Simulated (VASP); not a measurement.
# BN (Fmm2) in VASP: a series of runs

Aim: see how the results for BN move with the level of theory and the settings. Levels: rSCAN, r2SCAN+D4, r2SCAN, r2SCAN0. Tasks: relaxation of cell and atoms, relaxation of the atoms.

Everything below comes from runs of VASP 6.6.1. Logs are shortened: lines on timing, memory, paths and dates and some standing lists are left out, and cuts for length are marked.

## Step 1: Starting point

It takes space group Fmm2 (No. 42, orthorhombic). Conventional cell: a = 2.503 Å, b = 6.991 Å, c = 4.332 Å, α = 90.00°, β = 90.00°, γ = 90.00°. N (site symmetry mm2) is surrounded by 3 B at 1.44 Å. B (site symmetry mm2) is surrounded by 3 N at 1.44 Å.

Measurements of this composition are mostly on another form, of space group No. 194.

## Step 2: Relaxation of cell and atoms, rSCAN

The input, INCAR:

```
  ALGO = Normal
  EDIFF = 1E-6
  EDIFFG = -0.02
  ENCUT = 600
  IBRION = 2
  ISIF = 3
  ISMEAR = 0
  LASPH = T
  LCHARG = F
  LMIXTAU = T
  LREAL = F
  LWAVE = F
  METAGGA = RSCAN
  NELM = 60
  NSW = 40
  PREC = Accurate
  SIGMA = 0.05
```

The input, KPOINTS:

```
k-points
0
Gamma
  13 13 13
```

The input, POSCAR:

```
BN
1.0
    0.0000000000      3.4953158300      2.1660912400
    1.2516321000      0.0000000000      2.1660912400
    1.2516321000      3.4953158300      0.0000000000
N B
1 1
Direct
    0.6666513400      0.6666513400      0.3333486600
    0.0000486500      0.0000486500      0.9999513500
```

Potentials or basis: VASP PAW PBE potentials, release 64 (N, B).

The run is started by

```bash
$ cat potpaw_PBE.64/N/POTCAR potpaw_PBE.64/B/POTCAR > POTCAR
$ mpirun -np 1 vasp_std > vasp.out
```

OUTCAR:

```text
EDIFF = 1E-6
   EDIFFG = -0.02
   ENCUT = 600
   IBRION = 2
   ISIF = 3
   ISMEAR = 0
   LASPH = T
   LREAL = F
   METAGGA = RSCAN
   NELM = 60
   NSW = 40
   PREC = Accurate

 ion  position               nearest neighbor table
   1  0.667  0.667  0.333-   2 1.44   2 1.44   2 1.44
   2  0.000  0.000  1.000-   1 1.44   1 1.44   1 1.44

  LATTYP: Found a face centered orthorhombic cell.
 ALAT       =     2.5032642000
 B/A-ratio  =     1.7306133647
 C/A-ratio  =     2.7926064137

  Lattice vectors:

 A1 = (   0.0000000000,   3.4953158300,   2.1660912400)
 A2 = (  -1.2516321000,   3.4953158300,   0.0000000000)
 A3 = (  -1.2516321000,   0.0000000000,   2.1660912400)

Analysis of symmetry for initial positions (statically):
=====================================================================
 Subroutine PRICEL returns:
 Original cell was already a primitive cell.

 Routine SETGRP: Setting up the symmetry group for a
 face centered orthorhombic supercell.

 Subroutine GETGRP returns: Found  4 space group operations
 (whereof  4 operations were pure point group operations)
 out of a pool of  8 trial point group operations.

The static configuration has the point symmetry C_2v.

Analysis of symmetry for dynamics (positions and initial velocities):
=====================================================================
 Subroutine PRICEL returns:
 Original cell was already a primitive cell.

 Routine SETGRP: Setting up the symmetry group for a
 face centered orthorhombic supercell.

 Subroutine GETGRP returns: Found  4 space group operations
 (whereof  4 operations were pure point group operations)
 out of a pool of  8 trial point group operations.

The dynamic configuration has the point symmetry C_2v.

 Subroutine INISYM returns: Found  4 space group operations
 (whereof  4 operations are pure point group operations),
 and found     1 'primitive' translations

----------------------------------------------------------------------------------------

                                     Primitive cell

  volume of cell :      18.9526

  direct lattice vectors                    reciprocal lattice vectors
     0.000000000  3.495315830  2.166091240    -0.399478409  0.143048590  0.230830535
     1.251632100  0.000000000  2.166091240     0.399478409 -0.143048590  0.230830535
     1.251632100  3.495315830  0.000000000     0.399478409  0.143048590 -0.230830535

  length of vectors
     4.112077822  2.501706252  3.712656147     0.483041027  0.483041027  0.483041027

  position of ions in fractional coordinates (direct lattice)
     0.666651340  0.666651340  0.333348660
     0.000048650  0.000048650  0.999951350

  ion indices of the primitive-cell ions
   primitive index   ion index
                 1           1
                 2           2

----------------------------------------------------------------------------------------

 KPOINTS: k-points

Automatic generation of k-mesh.
 Grid dimensions read from file:
 generate k-points for:   13   13   13

 Generating k-lattice:

  Cartesian coordinates                     Fractional coordinates (reciprocal lattice)
    -0.030729108  0.011003738  0.017756195     0.076923077  0.000000000  0.000000000
     0.030729108 -0.011003738  0.017756195     0.000000000  0.076923077  0.000000000
     0.030729108  0.011003738 -0.017756195    -0.000000000 -0.000000000  0.076923077

  Length of vectors
     0.037157002  0.037157002  0.037157002

  Shift w.r.t. Gamma in fractional coordinates (k-lattice)
     0.000000000  0.000000000  0.000000000

 Subroutine IBZKPT returns following result:
 ===========================================

 Found    343 irreducible k-points:

 Following reciprocal coordinates:
            Coordinates               Weight
  0.000000  0.000000  0.000000      1.000000
  0.076923 -0.000000 -0.000000      8.000000
  0.153846 -0.000000  0.000000      8.000000
  0.230769  0.000000  0.000000      8.000000
  0.307692 -0.000000  0.000000      8.000000
  0.384615 -0.000000  0.000000      8.000000
[... 16 lines left out ...]
  0.384615  0.153846 -0.000000      8.000000
  0.461538  0.153846 -0.000000      8.000000
 [... further k-points ...]
   k-points           NKPTS =    343   k-points in BZ     NKDIM =    343   number of bands    NBANDS=      8
   number of dos      NEDOS =    301   number of ions     NIONS =      2
   total plane-waves  NPLWV =  21600
   dimension x,y,z NGX =    36 NGY =   20 NGZ =   30
   dimension x,y,z NGXF=    72 NGYF=   40 NGZF=   60
   ions per type =               1   1
   NGX,Y,Z   is equivalent  to a cutoff of  14.55, 13.29, 13.43 a.u.
   NGXF,Y,Z  is equivalent  to a cutoff of  29.11, 26.58, 26.87 a.u.
 SYSTEM =  unknown system
   PREC   = accura    normal or accurate (medium, high low for compatibility)
   ISTART =      0    job   : 0-new  1-cont  2-samecut
   ICHARG =      2    charge: 1-file 2-atom 10-const
   ISPIN  =      1    spin polarized calculation?
   LNONCOLLINEAR =      F non collinear calculations
   LSORBIT =      F    spin-orbit coupling
   LASPH  =      T    aspherical Exc in radial PAW
   ENCUT  =  600.0 eV  44.10 Ry    6.64 a.u.   8.21  5.00  7.42*2*pi/ulx,y,z
   NELM   =     60;   NELMIN=  2; NELMDL= -5     # of ELM steps
   EDIFF  = 0.1E-05   stopping-criterion for ELM
   LREAL  =      F    real-space projection
   EDIFFG = -.2E-01   stopping-criterion for IOM
   NSW    =     40    number of steps for IOM
   IBRION =      2    ionic relax: 0-MD 1-quasi-New 2-CG
   NFREE  =      1    steps in history (QN), initial steepest desc. (CG)
   ISIF   =      3    stress and relaxation
   ISYM   =      2    0-nonsym 1-usesym 2-fastsym
   POTIM  = 0.5000    time-step for ionic-motion
   TEBEG  =    0.0;   TEEND  =   0.0 temperature during run
   PSTRESS=    0.0 pullay stress
   NELECT =       8.0000    total number of electrons
   NUPDOWN=      -1.0000    fix difference up-down
   EMIN   =  10.00;   EMAX   =-10.00  energy-range for DOS
   EFERMI =   0.00;   METHOD = LEGACY
   ISMEAR =     0;   SIGMA  =   0.05  broadening in eV -4-tet -1-fermi 0-gaus
   EFERMI_NEDOS =   21; number of points for ismear=-14 and -15
   IALGO  =     38    algorithm
   IMIX   =      4    mixing-type and parameters
     AMIX     =   0.40;   BMIX     =  1.00
     AMIX_MAG =   1.60;   BMIX_MAG =  1.00
  volume/ion in A,a.u.               =       9.48        63.95
  Fermi-wavevector in a.u.,A,eV,Ry     =   1.228047  2.320672 20.518928  1.508099
  Thomas-Fermi vector in A             =   2.362987
   LORBIT       =      0    0 simple, 1 ext, 2 COOP (PROOUT), +10 PAW based schemes
   METAGGA = RSCAN    functional components
   LHFCALC =     F    Hartree Fock is set to
   AEXX    =    0.0000 exact exchange contribution
   IVDW    =     0    specifies the selected vdW correction
   LEPSILON=     F    determine dielectric tensor
   LRPA    =     F    only Hartree local field effects (RPA)
 conjugate gradient relaxation of ions
 non-spin polarized calculation
 Gauss-broadening in eV      SIGMA  =   0.05
  energy-cutoff  :      600.00
  volume of cell :       18.95
 maximum number of plane-waves:       650
 NGX is ok and might be reduce to    36
   NGX = 17   NGY =  9   NGZ = 15

--------------------------------------- Ionic step        1  -------------------------------------------

 number of electron       8.0000000 magnetization

 Free energy of the ion-electron system (eV)
  ---------------------------------------------------
  ext. energy  EPLUGINS =         0.00000000
  ---------------------------------------------------
  free energy    TOTEN  =       -20.05523256 eV

  energy without entropy =      -20.05523256  energy(sigma->0) =      -20.05523256

------------------------ aborting loop because EDIFF is reached ----------------------------------------

  FORCE on cell =-STRESS in cart. coord.  units (eV):
  Direction    XX          YY          ZZ          XY          YZ          ZX
  --------------------------------------------------------------------------------------
  -------------------------------------------------------------------------------------
  Total       -0.2615604     -0.0323528     -0.2624776      0.0000000      0.0000000      0.0000000
  in kB      -22.1112235     -2.7349694    -22.1887553      0.0000000      0.0000000      0.0000000
  external PRESSURE =     -15.6783161 kB  Pullay stress =       0.0000000 kB

 VOLUME and BASIS-vectors are now :
 -----------------------------------------------------------------------------
  energy-cutoff  :      600.00
  volume of cell :       18.95
      direct lattice vectors                 reciprocal lattice vectors
     0.000000000  3.495315830  2.166091240    -0.399478409  0.143048590  0.230830535
     1.251632100  0.000000000  2.166091240     0.399478409 -0.143048590  0.230830535
     1.251632100  3.495315830  0.000000000     0.399478409  0.143048590 -0.230830535
[... 37 lines left out ...]
 POSITION                                       TOTAL-FORCE (eV/Angst)
 -----------------------------------------------------------------------------------
      1.24374      3.49259      2.86937         0.000000      0.000000      0.025965
      1.24374      3.49259      0.00061         0.000000      0.000000     -0.025965
 -----------------------------------------------------------------------------------
    total drift:                                0.000008     -0.000012     -0.000069

  FREE ENERGIE OF THE ION-ELECTRON SYSTEM (eV)
  ---------------------------------------------------
  free  energy   TOTEN  =       -20.0535401654 eV

  energy  without entropy=      -20.0535401654  energy(sigma->0) =      -20.05354017

--------------------------------------- Ionic step        3  -------------------------------------------

 number of electron       8.0000000 magnetization

 Free energy of the ion-electron system (eV)
  ---------------------------------------------------
  ext. energy  EPLUGINS =         0.00000000
  ---------------------------------------------------
  free energy    TOTEN  =       -20.05579531 eV

  energy without entropy =      -20.05579531  energy(sigma->0) =      -20.05579531

 E-fermi :   1.8924     XC(G=0): -10.4582

 val. band max:        1.6846125790   @ k =   0.4615  -0.3846   0.1538
 cond. band min:       6.0649329406   @ k =   0.0000   0.4615   0.4615
 fundamental gap:      4.3803203616
 Fermi energy:         1.8923740974

 k-point     1 :       0.0000    0.0000    0.0000
  band No.  band energies     occupation
      1     -17.1963      2.00000
      2      -2.9517      2.00000
      3       0.2328      2.00000
      4       0.2335      2.00000
      5       6.8323      0.00000
      6      13.9648      0.00000
      7      14.0368      0.00000
      8      15.9044      0.00000

 k-point     2 :       0.0769   -0.0000   -0.0000
  band No.  band energies     occupation
      1     -17.0730      2.00000
      2      -2.8303      2.00000
      3      -0.2758      2.00000
      4       0.0004      2.00000
      5       7.1107      0.00000
      6      13.9587      0.00000
      7      14.5213      0.00000
      8      15.4430      0.00000
[... 221 lines left out ...]
 k-point    23 :       0.3846    0.1538   -0.0000
  band No.  band energies     occupation
      1     -15.0870      2.00000
      2      -5.1244      2.00000
      3      -3.0251      2.00000
      4      -0.5251      2.00000
      5       9.6306      0.00000
      6      11.2263      0.00000
      7      15.0457      0.00000
      8      18.2311      0.00000

 k-point    24 :       0.4615    0.1538   -0.0000
  band No.  band energies     occupation
      1     -14.3240      2.00000
      2      -6.4247      2.00000
      3      -3.6206      2.00000
      4       0.3231      2.00000
      5       8.2135      0.00000
      6      12.5397      0.00000
      7      15.2022      0.00000
      8      18.2929      0.00000

 [... further k-points ...]
[... 5 lines left out ...]
  --------------------------------------------------------------------------------------
  -------------------------------------------------------------------------------------
  Total        0.0051790     -0.0315008     -0.0005929      0.0000000      0.0000000      0.0000000
  in kB        0.4397815     -2.6749270     -0.0503508      0.0000000      0.0000000      0.0000000
  external PRESSURE =      -0.7618321 kB  Pullay stress =       0.0000000 kB

 VOLUME and BASIS-vectors are now :
 -----------------------------------------------------------------------------
  energy-cutoff  :      600.00
  volume of cell :       18.87
      direct lattice vectors                 reciprocal lattice vectors
     0.000000000  3.494404255  2.161508101    -0.400322474  0.143085906  0.231319975
     1.248993079  0.000000000  2.161508101     0.400322474 -0.143085906  0.231319975
     1.248993079  3.494404255  0.000000000     0.400322474  0.143085906 -0.231319975

 POSITION                                       TOTAL-FORCE (eV/Angst)
 -----------------------------------------------------------------------------------
      1.24899      3.49440      2.88181         0.000000      0.000000      0.002641
      1.24899      3.49440      0.00034         0.000000      0.000000     -0.002641
 -----------------------------------------------------------------------------------
    total drift:                                0.000010     -0.000012     -0.000089

  FREE ENERGIE OF THE ION-ELECTRON SYSTEM (eV)
  ---------------------------------------------------
  free  energy   TOTEN  =       -20.0557953146 eV

  energy  without entropy=      -20.0557953145  energy(sigma->0) =      -20.05579531

 reached required accuracy - stopping structural energy minimisation
```

Run time: 4.9 min. Hardware: 1 thread of Intel Xeon 6975P-C (Granite Rapids), shared host; peak memory 0.21 GiB.

Results:

| Item | Value |
| --- | --- |
| Free energy | -20.0558 eV |
| Relaxed volume | 9.43 Å³/atom |
| Relaxed cell | a = 4.109 Å, b = 2.496 Å, c = 3.711 Å, α = 80.31°, β = 36.79°, γ = 62.90° |
| Space group after relaxing (to 0.05 Å) | Fmm2 (No. 42) |
| Energy gained by relaxing | 0.3 meV/atom |
| Ionic steps | 3 |
| Pressure after relaxing | -0.1 GPa |
| Band gap on the k mesh | 4.38 eV, indirect (least direct gap 5.29 eV) |

Forces in eV/Å, atoms in the order of the input:
```
N    0.000  0.000  0.003
B    0.000  0.000 -0.003
```

The path:
```csv
step,energy change (eV),largest force (eV/Å),pressure (GPa),volume (Å³)
1,0.0000,0.0084,-1.57,18.95
2,0.0017,0.0260,2.98,18.70
3,-0.0006,0.0026,-0.08,18.87
```

Final structure:
```
N B
1.0
     0.00000    3.49440    2.16151
     1.24899    0.00000    2.16151
     1.24899    3.49440    0.00000
N B
1 1
Direct
  0.66662 0.66662 0.33338
  0.00008 0.00008 0.99992
```

Levels at points of the mesh, in eV from the valence-band top:
```csv
k point,band 1,band 2,band 3,band 4,band 5,band 6,band 7,band 8
"(0.00, 0.00, 0.00)",-18.88,-4.64,-1.45,-1.45,5.15,12.28,12.35,14.22
```

Caveat: the PAW data sets were made with another functional, which shifts forces and pressure a little; an odd mesh through Γ misses points on the zone boundary, where band edges often lie.

## Step 3: Relaxation of cell and atoms, r2SCAN+D4

The input, INCAR:

```
SYSTEM = BN
ALGO = Normal ; EDIFF = 1E-6
EDIFFG = -0.01 ; ENCUT = 600
IBRION = 2 ; ISIF = 3
ISMEAR = 0 ; IVDW = 13
LASPH = .True. ; LCHARG = .False.
LMIXTAU = .True. ; LREAL = .False.
LWAVE = .False. ; METAGGA = R2SCAN
NELM = 80 ; NSW = 40
PREC = Accurate ; SIGMA = 0.05
VDW_A1 = 0.51559235 ; VDW_A2 = 5.77342911
VDW_S6 = 1.0 ; VDW_S8 = 0.6018749
```

The input, KPOINTS:

```
k-points
0
Gamma
  13 13 13
  0 0 0
```

POSCAR is that of step 2.

Potentials or basis: VASP PAW PBE potentials, release 64 (N, B).

The run is started by

```bash
$ cat potpaw_PBE.64/N/POTCAR potpaw_PBE.64/B/POTCAR > POTCAR
$ mpirun -np 1 vasp_std > vasp.out
```

Wall time 14 min (1 thread of Intel Xeon 6975P-C (Granite Rapids), shared host); peak memory 0.21 GiB.

It converged, with:

* Free energy: -19.4331 eV
* Relaxed volume: 8.99 Å³/atom
* Relaxed cell: a = 3.963 Å, b = 2.499 Å, c = 3.549 Å, α = 79.83°, β = 38.36°, γ = 61.81°
* Space group after relaxing (to 0.05 Å): Fmm2 (No. 42)
* Energy gained by relaxing: 2.2 meV/atom
* Ionic steps: 10
* Pressure after relaxing: 0.0 GPa
* Largest force after relaxing: 0.009 eV/Å
* Band gap on the k mesh: 4.14 eV, indirect (least direct gap 5.30 eV)
* Dispersion energy per atom: -0.069 eV

Forces on the atoms (eV/Å):
```
N    0.000  0.000  0.009
B    0.000  0.000 -0.009
```

Stress tensor (GPa, compression positive):
```
-0.08  0.00  0.00
 0.00 -0.03  0.00
 0.00  0.00  0.14
```

Step by step:
| step | energy change (eV) | largest force (eV/Å) | pressure (GPa) | volume (Å³) |
| --- | --- | --- | --- | --- |
| 1 | 0.0000 | 0.0086 | -1.03 | 18.95 |
| 2 | -0.0003 | 0.0257 | 0.81 | 18.79 |
| 3 | -0.0004 | 0.0145 | 0.21 | 18.84 |
| 4 | -0.0009 | 0.0013 | 0.20 | 18.78 |
| 5 | -0.0022 | 0.0384 | 0.20 | 18.59 |
| 6 | -0.0039 | 0.1182 | 0.24 | 18.21 |
| 7 | -0.0017 | 0.2801 | 0.49 | 17.45 |
| 8 | -0.0041 | 0.1522 | 0.26 | 18.05 |
| 9 | -0.0045 | 0.0291 | 0.07 | 17.99 |
| 10 | -0.0045 | 0.0092 | 0.01 | 17.97 |

Final structure:
```
N B
1.0
     0.00000    3.32066    2.16291
     1.25107    0.00000    2.16291
     1.25107    3.32066    0.00000
N B
1 1
Direct
  0.66655 0.66655 0.33345
  0.00015 0.00015 0.99985
```

Levels at points of the mesh, in eV from the valence-band top:
| k point | band 1 | band 2 | band 3 | band 4 | band 5 | band 6 | band 7 | band 8 |
| --- | --- | --- | --- | --- | --- | --- | --- | --- |
| (0.00, 0.00, 0.00) | -19.03 | -4.43 | -1.53 | -1.53 | 5.42 | 12.17 | 12.28 | 14.31 |

Caveat: the PAW data sets were made with another functional, which shifts forces and pressure a little; an odd mesh through Γ misses points on the zone boundary, where band edges often lie. r2SCAN opens gaps a little over a GGA but as a rule still falls short of measured ones.

[end of part 1 of 2]
